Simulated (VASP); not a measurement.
Crystal: CrO2.

```xyz
3
Lattice="0.0000 2.3368 2.3368 2.3368 0.0000 2.3368 2.3368 2.3368 0.0000" Properties=species:S:1:pos:R:3 pbc="T T T"
Cr    0.0000    0.0000    0.0000
O     1.1684    1.1684    1.1684
O     3.5053    3.5053    3.5053
```

Measurements of this composition are mostly on another form, of space group No. 136.

Base run:

```yaml
Program: VASP 6.6.1
Functional: PBEsol
Potentials_or_basis: VASP PAW PBE potentials, release 64 (Cr_pv, O)
Cutoff: 520 eV
k_mesh: 7 × 7 × 7
Occupations: gaussian, width 0.05 eV
Spin: collinear spin, ferromagnetic start
Starting_moments: "[3.0, 0.0, 0.0] μB"
Hubbard_terms: Cr d U = 5 eV
```

Its results: band gap on the k mesh 0.41 eV, direct; pressure 7.3 GPa; net moment 2.00 μB per cell; site moments Cr +2.48; O -0.24 μB.

Problem. The run is repeated on the same cell with these changes: hubbard terms from Cr d U = 5 eV to Cr d U = 8 eV; further incar settings from ALGO = Normal; EDIFF = 1e-06 to ALGO = Normal; EDIFF = 1e-07; NBANDS = 23. What comes out?

Solution. Band gap on the k mesh 0.05 eV, direct; pressure 15.9 GPa; net moment 2.00 μB per cell; site moments Cr +2.76; O -0.35 μB.

Caveats: the PAW data sets were made with another functional, which shifts forces and pressure a little; an odd mesh through Γ misses points on the zone boundary, where band edges often lie; a cell with one magnetic atom can't hold antiferromagnetic order, which such compounds often take.
